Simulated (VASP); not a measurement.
Results of a VASP single-point calculation on GaN (zincblende)

POSCAR

```
Ga N
 1.0000000000000000
     0.0000000000000000    2.2489525410988409    2.2489525410988409
     2.2489525410988409    0.0000000000000000    2.2489525410988409
     2.2489525410988409    2.2489525410988409    0.0000000000000000
 Ga  N
   1   1
Cartesian
  0.0000000000000000 -0.0000000000000000  0.0000000000000000
  1.1244762705494205  1.1244762705494205  1.1244762705494205
```

The gap between bands v and c is 2.16 eV and the least direct gap is 2.16 eV.

Band v is the last that the valence electrons fill when counted band by band, and c is the next. Levels in eV from the top of v:

```
point    v−1      v     c    c+1
    Γ   0.00   0.00  2.16  11.04
    X  -2.81  -2.81  3.77   7.28
    K  -4.38  -2.26  5.47   8.57
    L  -1.01  -1.01  5.20   9.47
    W  -3.82  -3.73  6.74   9.16
```

**Question.** Which of these levels of theory gave these results?
A. LDA
B. PBEsol
C. HSE06
D. r²SCAN
E. PBE0
F. PBE with spin–orbit coupling
G. PBE

**Answer.** D.

The INCAR was:

```
NSW = 0
NBANDS = 16
METAGGA = R2SCAN
ISIF = 2
LCHARG = .FALSE.
ISMEAR = 0
PREC = Accurate
LASPH = .TRUE.
LREAL = .FALSE.
ENCUT = 520
EDIFF = 1E-7
ALGO = Normal
IBRION = -1
NELM = 120
SIGMA = 0.01
LWAVE = .FALSE.
```
